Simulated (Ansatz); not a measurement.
Every step of a relaxation of Ru (beta tin type)

DFT, PBE, PAW with Ansatz's default frozen-core files, scalar-relativistic (Ansatz 0.2.0); a Γ-centred 18×18×18 k mesh, Fermi–Dirac smearing of 0.08 eV, no spin polarisation. The run relaxes cell and atoms at a target pressure of 93 GPa.

Command: `ansatz run input.yaml --threads 1 --pin off --max-ram 3584MiB --backend cpu --events-out ev --progress --plain --runs-dir out` It took 37 s on 1 thread of Intel(R) Xeon(R) 6975P-C (Granite Rapids), on a shared host, peak memory 0.54 GiB.

```yaml
crystal:
  lattice:
    - [-2.2080540062, 2.2080540062, 1.2144297034]
    - [2.2080540062, -2.2080540062, 1.2144297034]
    - [2.2080540062, 2.2080540062, -1.2144297034]
  atoms:
    - { symbol: Ru, position: [-0.375, -0.125, -0.25] }
    - { symbol: Ru, position: [0.375, 0.125, 0.25] }
kpoints:
  mp_grid: { grid: [18, 18, 18] }
scf:
  occupations: { method: fermi_dirac, width: 0.08 }
hamiltonian:
  xc: pbe
  pseudopotentials: { kind: paw }
output:
  forces: true
  stress: true
  eigenvalues: true
relax:
  f_tol: 0.005
  max_steps: 40
  cell: { p_target: 93.0, stress_tol: 0.046 }
```

Each step lists its enthalpy F + pV a cell above the last geometry, the pressure, the cell vectors (Å), and Cartesian positions (Å) with forces (eV/Å).

The first step:

```
step 1  dH = 53.23 meV  P = 115.0 GPa
  cell -2.2081 2.2081 1.2144  2.2081 -2.2081 1.2144  2.2081 2.2081 -1.2144
  Ru 0.0000 -1.1040 -0.3036   0.0000 0.0000 0.0000
  Ru 0.0000 1.1040 0.3036   0.0000 0.0000 0.0000
```

Q: Where does the relaxation end, and by which steps?

A: After 4 geometries, with conventional a, b, c = 4.465, 4.465, 2.457 Å, at 12.245 Å³/atom (+3.40 % against the start) in space group I4_1/amd, with a shortest distance of 2.316 Å. The further steps:
```
step 2  dH = 50.24 meV  P = 74.0 GPa
  cell -2.2569 2.2569 1.2420  2.2569 -2.2569 1.2420  2.2569 2.2569 -1.2420
  Ru 0.0000 -1.1285 -0.3105   0.0000 0.0000 0.0000
  Ru 0.0000 1.1285 0.3105   0.0000 0.0000 0.0000
step 3  dH = 0.13 meV  P = 92.1 GPa
  cell -2.2337 2.2337 1.2289  2.2337 -2.2337 1.2289  2.2337 2.2337 -1.2289
  Ru 0.0000 -1.1169 -0.3072   0.0000 0.0000 0.0000
  Ru 0.0000 1.1169 0.3072   0.0000 0.0000 0.0000
step 4  dH = 0.00 meV  P = 93.0 GPa
  cell -2.2326 2.2326 1.2283  2.2326 -2.2326 1.2283  2.2326 2.2326 -1.2283
  Ru 0.0000 -1.1163 -0.3071   0.0000 0.0000 0.0000
  Ru 0.0000 1.1163 0.3071   0.0000 0.0000 0.0000
step 5  dH = -0.54 meV  P = 93.0 GPa  (same geometry on a basis chosen anew; earlier energies don't compare to the last digit)
  cell -2.2326 2.2326 1.2283  2.2326 -2.2326 1.2283  2.2326 2.2326 -1.2283
  Ru 0.0000 -1.1163 -0.3071   0.0000 0.0000 0.0000
  Ru 0.0000 1.1163 0.3071   0.0000 0.0000 0.0000
```
